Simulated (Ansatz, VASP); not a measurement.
Ge in VASP and in Ansatz

File INCAR:

```
SYSTEM = Ge
ALGO = Normal ; EDIFF = 1E-7
ENCUT = 520 ; GGA = PE
ISIF = 2 ; ISMEAR = -1
LASPH = .TRUE. ; LCHARG = .FALSE.
LREAL = .FALSE. ; LWAVE = .FALSE.
NBANDS = 21 ; NELM = 60
PREC = Accurate ; SIGMA = 0.05
```

File KPOINTS:

```
k-points
0
G
  11 11 11
  0 0 0
```

The input POSCAR:

```
Ge
1.0
   -2.5915398167      2.5915398167      1.4066673013
    2.5915398167     -2.5915398167      1.4066673013
    2.5915398167      2.5915398167     -1.4066673013
Ge
2
Direct
    0.5000000000      0.5000000000      0.0000000000
    0.2500000000      0.7500000000      0.5000000000
```

The input input.yaml:

```yaml
crystal:
  lattice:
    - [-2.5915398167, 2.5915398167, 1.4066673013]
    - [2.5915398167, -2.5915398167, 1.4066673013]
    - [2.5915398167, 2.5915398167, -1.4066673013]
  atoms:
    - { symbol: Ge, position: [0.5, 0.5, 0.0] }
    - { symbol: Ge, position: [0.25, 0.75, 0.5] }
hamiltonian:
  xc: pbe
  pseudopotentials: { kind: paw }
kpoints:
  mp_grid: { grid: [11, 11, 11] }
scf:
  occupations: { method: fermi_dirac, width: 0.05 }
output:
  forces: true
  stress: true
  eigenvalues: true
```

Change from the starting cell: volume scaled by 1.02.

Alike in both runs: task single point; functional PBE; k mesh 11 × 11 × 11; occupations fermi-dirac, width 0.05 eV; no spin polarisation.

|  | VASP | Ansatz |
| --- | --- | --- |
| version | VASP 6.6.1 | Ansatz 0.2.0 |
| potentials or method | VASP PAW PBE potentials, release 64 (Ge_d) | Ansatz PAW |
| plane-wave cutoff (eV) | 520 | 420 |
| valence electrons in the cell | 28 | 28 |

|  | VASP | Ansatz | Ansatz less VASP |
| --- | --- | --- | --- |
| gap on the k mesh at the Fermi level (eV) | none | none | - |
| pressure (GPa) | 1.7 | 1.6 | -0.02 |
| largest component of the traceless stress (GPa) | 0.18 | 0.18 | -0.002 |

A gap of «none» marks a metal or a gap that the smearing closes.
